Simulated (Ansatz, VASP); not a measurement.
## Mg: VASP beside Ansatz

```
CELL_PARAMETERS angstrom
0.00000 3.48350 3.48350
3.48350 0.00000 3.48350
3.48350 3.48350 0.00000
ATOMIC_POSITIONS crystal
Mg 0.00000 0.00000 0.00000
Mg 0.25000 0.25000 0.25000
Mg 0.75000 0.75000 0.75000
```

The cell was built by a generator and needn't be a form met in nature.

Alike in both runs: task relaxation of cell and atoms; functional PBE; k mesh 7 × 7 × 7; occupations fermi-dirac, width 0.05 eV; no spin polarisation.

|  | VASP | Ansatz |
| --- | --- | --- |
| version | VASP 6.6.1 | Ansatz 0.2.0 |
| potentials or method | VASP PAW PBE potentials, release 64 (Mg) | Ansatz PAW |
| plane-wave cutoff (eV) | 600 | 420 |
| valence electrons in the cell | 6 | 30 |

Ansatz gave:

| Quantity | Value |
| --- | --- |
| gap on the k mesh at the Fermi level, each at its own relaxed structure (eV) | none |
| relaxed volume (Å³/atom) | 28.18 |
| relaxed cell length with the largest relative difference (Å) | 4.926 |

Task: Estimate VASP's values.

Result: gap on the k mesh at the Fermi level, each at its own relaxed structure (eV): none; relaxed volume (Å³/atom): 28.08; relaxed cell length with the largest relative difference (Å): 4.921.

A gap of «none» marks a metal or a gap that the smearing closes. The two sets of potentials don't hold the same shells in valence.

Caveats: the plane-wave basis is chosen anew once the cell has moved, so the energies of steps on either side of that aren't comparable (Ansatz).
